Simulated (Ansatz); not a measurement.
## TaN: N vacancy

Level of theory: DFT PBE, scalar-relativistic, plane waves, PAW in Ansatz 0.2.0. Settings: 420 eV cutoff, 4×4×4 k-mesh, shifted by half a step, Gaussian smearing of 0.10 eV, no spin polarisation.

Host crystal, relaxed:

```
CELL_PARAMETERS angstrom
0.00000 2.20863 2.20863
2.20863 0.00000 2.20863
2.20863 2.20863 0.00000
ATOMIC_POSITIONS crystal
Ta 0.50000 0.50000 0.50000
N 0.00000 0.00000 0.00000
```

Supercell of 32 atoms, rows in host cell vectors: 1 1 -3; -3 1 1; 1 1 1. Atoms relax at the host's cell, keeping the symmetry that the supercell leaves at the site. The cell is small, so energies carry finite-size errors of tenths of an eV. The host is a metal.

A cell with an odd number of electrons and no spin polarisation is a metal by construction and may be lower with spin. Spin–orbit coupling is left out, which can shift energies with elements as heavy as these.

Defect: N vacancy, charge 0.

Command:

```bash
ansatz run input.yaml --threads 4 --pin off --max-ram 10240MiB --backend cpu --events-out ev --progress --plain --runs-dir out
```

The input:

```yaml
crystal:
  lattice:
    - [-4.4172695543, -4.4172695543, 4.4172695543]
    - [4.4172695543, -4.4172695543, -4.4172695543]
    - [4.4172695543, 4.4172695543, 4.4172695543]
  atoms:
    - { symbol: Ta, position: [0.25, 0.75, 0.5] }
    - { symbol: Ta, position: [0.0, 0.75, 0.75] }
    - { symbol: Ta, position: [0.5, 0.5, 0.5] }
    - { symbol: Ta, position: [0.25, 0.5, 0.75] }
    - { symbol: Ta, position: [0.0, 0.5, 0.0] }
    - { symbol: Ta, position: [0.75, 0.75, 0.0] }
    - { symbol: Ta, position: [0.5, 0.75, 0.25] }
    - { symbol: Ta, position: [0.0, 0.0, 0.5] }
    - { symbol: Ta, position: [0.75, 0.25, 0.5] }
    - { symbol: Ta, position: [0.5, 0.25, 0.75] }
    - { symbol: Ta, position: [0.25, 0.25, 0.0] }
    - { symbol: Ta, position: [0.0, 0.25, 0.25] }
    - { symbol: Ta, position: [0.75, 0.5, 0.25] }
    - { symbol: Ta, position: [0.75, 0.0, 0.75] }
    - { symbol: Ta, position: [0.5, 0.0, 0.0] }
    - { symbol: Ta, position: [0.25, 0.0, 0.25] }
    - { symbol: "N", position: [0.0, 0.0, 0.0] }
    - { symbol: "N", position: [0.5, 0.75, 0.75] }
    - { symbol: "N", position: [0.25, 0.75, 0.0] }
    - { symbol: "N", position: [0.0, 0.75, 0.25] }
    - { symbol: "N", position: [0.75, 0.0, 0.25] }
    - { symbol: "N", position: [0.5, 0.0, 0.5] }
    - { symbol: "N", position: [0.0, 0.25, 0.75] }
    - { symbol: "N", position: [0.75, 0.5, 0.75] }
    - { symbol: "N", position: [0.5, 0.5, 0.0] }
    - { symbol: "N", position: [0.25, 0.5, 0.25] }
    - { symbol: "N", position: [0.0, 0.5, 0.5] }
    - { symbol: "N", position: [0.75, 0.75, 0.5] }
    - { symbol: "N", position: [0.75, 0.25, 0.0] }
    - { symbol: "N", position: [0.5, 0.25, 0.25] }
    - { symbol: "N", position: [0.25, 0.25, 0.5] }
basis:
  ecutwfc: 420
  xc_grid: 2
kpoints:
  mp_grid: { grid: [4, 4, 4], shift: [0.5, 0.5, 0.5] }
hamiltonian:
  xc: pbe
scf:
  occupations: { method: gaussian, width: 0.1 }
output:
  forces: true
  stress: false
  eigenvalues: true
  write_density: true
  write_potential: true
  elf: true
  volumetric_format: npy
relax:
  adjacent_minimum: "off"
  f_tol: 0.025
  max_steps: 45
```

From the output:

```
Warning: RAYON_NUM_THREADS=4 ignored (pool sized by the plan → 4); use --threads N
Crystal: 31 atoms, lattice volume = 344.764 Å³
Basis set: ecut = 420 eV, 6699 PW (Γ), exchange–correlation on 108×108×108 points (8 copies of the dense FFT grid, shifted against one another)
Bands: 173, of which v1, the nominal top of the filled ones, is band 142 counted from 1 (141 counted from 0)
Symmetry: 48 space group operations
Space group: Im-3m (ITA 229), of the structure as read, at distance tolerance 7.0e-5 Å
k-points: 6 of 64
relax step   1: F+E_penalty+E_count = -164701.95435524 eV  Δ(F+E_penalty+E_count) = +0.000e0 eV  max|allowed force component| = 1.329e0 eV/Å  Δτ_max = 0.0000 Å
relax step   2: F+E_penalty+E_count = -164702.53692177 eV  Δ(F+E_penalty+E_count) = -5.826e-1 eV  max|allowed force component| = 5.863e-1 eV/Å  Δτ_max = 0.1011 Å
relax step   3: F+E_penalty+E_count = -164702.61741986 eV  Δ(F+E_penalty+E_count) = -8.050e-2 eV  max|allowed force component| = 4.346e-1 eV/Å  Δτ_max = 0.0850 Å
relax step   4: F+E_penalty+E_count = -164702.65540408 eV  Δ(F+E_penalty+E_count) = -3.798e-2 eV  max|allowed force component| = 9.119e-2 eV/Å  Δτ_max = 0.0315 Å
relax step   5: F+E_penalty+E_count = -164702.65787296 eV  Δ(F+E_penalty+E_count) = -2.469e-3 eV  max|allowed force component| = 1.133e-2 eV/Å  Δτ_max = 0.0075 Å
SCF converged after 6 iterations
Free energy (F): -164702.657873 eV
E sigma→0 (E₀):  -164702.622956 eV
Fermi energy:    20.927221 eV
```

The relaxation gained 0.70 eV in 5 steps. Time: 43 s on 4 threads of Oxide Virtual Turin-like Processor (Zen 5) (shared host), peak memory 1.5 GiB.